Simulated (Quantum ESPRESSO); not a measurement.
HfN: energy against volume and a worked fit

Symmetry: Fm-3m, No. 225, cubic system. Conventional cell: a = 4.512 Å, b = 4.512 Å, c = 4.512 Å, α = 90.00°, β = 90.00°, γ = 90.00°. Around Hf (site symmetry m-3m) lie 6 N at 2.26 Å. N (site symmetry m-3m) has 6 Hf at 2.26 Å as nearest neighbours.

The cell was scaled at fixed shape and fractions and run with Quantum ESPRESSO, PseudoDojo 0.4.1 SR PBE standard, cutoff 1143 eV; rev-vdW-DF2, k mesh 10 × 10 × 10 on the cell of 2 atoms, fermi-dirac occupations of 0.05 eV, no spin polarisation, no spin-orbit coupling. The potentials were made for PBE. Energies are those that the program minimises, any entropy of the smearing included.

| V (Å³/atom) | energy over the lowest row (meV/atom) |
| --- | --- |
| 10.7931 | 51.14 |
| 11.0227 | ? |
| 11.2524 | 7.61 |
| 11.4820 | 0.00 |
| 11.7116 | 0.58 |
| 11.9413 | 8.52 |
| 12.1709 | 23.09 |

**Question.** Fit the third-order Birch-Murnaghan form, give V0, B0 and B′, and predict the energy left open.

**Answer.** With y = (V0/V)^(2/3), E = E0 + (9 V0 B0/16) [(y - 1)³ B′ + (y - 1)² (6 - 4y)]. Least squares through the rows shown give V0 = 11.5788 Å³/atom, E0 = -0.70 meV, B0 = 275.1 GPa (1 eV/Å³ = 160.218 GPa) and B′ = 4.32, with a largest miss of 0.01 meV. At V = 11.0227 the form with these constants gives 24.32 meV; the run gave 24.31 meV an atom.

The fitted minimum lies slightly above the volume of the listed cell, and a bulk modulus of 275.1 GPa marks HfN as a very stiff solid, as expected of a group 4 rocksalt nitride. The stiffness comes from strong Hf d-N p covalent bonding, reinforced by charge transfer to nitrogen. The one valence electron per formula unit beyond the filled bonding bands enters mainly Hf d states, which makes the compound metallic without greatly weakening that framework.

Compression costs more than expansion across the table, partly because the minimum is off-centre in the sampled range and partly because short-range repulsion rises faster than the bonding weakens on stretching. Since symmetry fixes both atomic sites, uniform scaling leaves out no internal relaxation, and the curve gives the true static hydrostatic response of this phase. The predicted energy matches the run closely, but as an interpolation it supports the smoothness of the fit rather than its use at much higher pressures.
